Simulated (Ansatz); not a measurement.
# AlCu3: the cost of one run

Computed with Ansatz 0.2.0 (DFT PBEsol, scalar-relativistic, plane waves, PAW, unless a step's input says otherwise).

2 further runs of the same task are left out: 2 set aside as unsound or not needed. Runs told in other sessions of the task aren't counted.

**1. The starting structure**

Symmetry: Pm-3m, No. 221, cubic system. The conventional cell has a = 3.632 Å, b = 3.632 Å, c = 3.632 Å, α = 90.00°, β = 90.00°, γ = 90.00°. Al (site symmetry m-3m) is surrounded by 12 Cu at 2.57 Å. Cu (site symmetry 4/mmm) has 4 Al at 2.57 Å and 8 Cu at 2.57 Å in its first shell of neighbours.

Structure file:

```
CELL_PARAMETERS angstrom
-3.63187 0.00000 0.00000
0.00000 3.63187 3.63187
0.00000 3.63187 -3.63187
ATOMIC_POSITIONS crystal
Al 0.00000 0.00000 0.00000
Al 0.00000 0.50000 0.50000
Cu 0.50000 0.75000 0.75000
Cu 0.50000 0.25000 0.25000
Cu 0.50000 0.25000 0.75000
Cu 0.50000 0.75000 0.25000
Cu 0.00000 0.50000 0.00000
Cu 0.00000 0.00000 0.50000
```

It goes back to an entry of the Materials Project, which need not be the stable form.

It is built from the cell relaxed beforehand with the same method (11.98 Å³/atom).

**2. The reference: the undisturbed cell on the scan's mesh**

The input, input.yaml:

```yaml
crystal:
  lattice:
    - [-3.6318704092, 0.0, 0.0]
    - [0.0, 3.6318704092, 3.6318704092]
    - [0.0, 3.6318704092, -3.6318704092]
  atoms:
    - { symbol: Al, position: [0.0, 0.0, 0.0] }
    - { symbol: Al, position: [0.0, 0.5, 0.5] }
    - { symbol: Cu, position: [0.5, 0.75, 0.75] }
    - { symbol: Cu, position: [0.5, 0.25, 0.25] }
    - { symbol: Cu, position: [0.5, 0.25, 0.75] }
    - { symbol: Cu, position: [0.5, 0.75, 0.25] }
    - { symbol: Cu, position: [1.0, 0.5, 0.0] }
    - { symbol: Cu, position: [1.0, 0.0, 0.5] }
basis:
  ecutwfc: 420
kpoints:
  mp_grid: { grid: [10, 8, 8] }
hamiltonian:
  xc: pbesol
scf:
  occupations: { method: gaussian, width: 0.15 }
output:
  forces: true
  stress: true
  eigenvalues: true
```

Command:

```console
$ ansatz run input.yaml --threads 2 --pin off --max-ram 5120MiB --backend cpu --events-out ev --progress --plain --runs-dir out
```

Q: Estimate wall time and peak memory on 2 threads of Intel Xeon 6975P-C (Granite Rapids), shared host.

About 8.8 s, with a peak of 0.73 GiB.
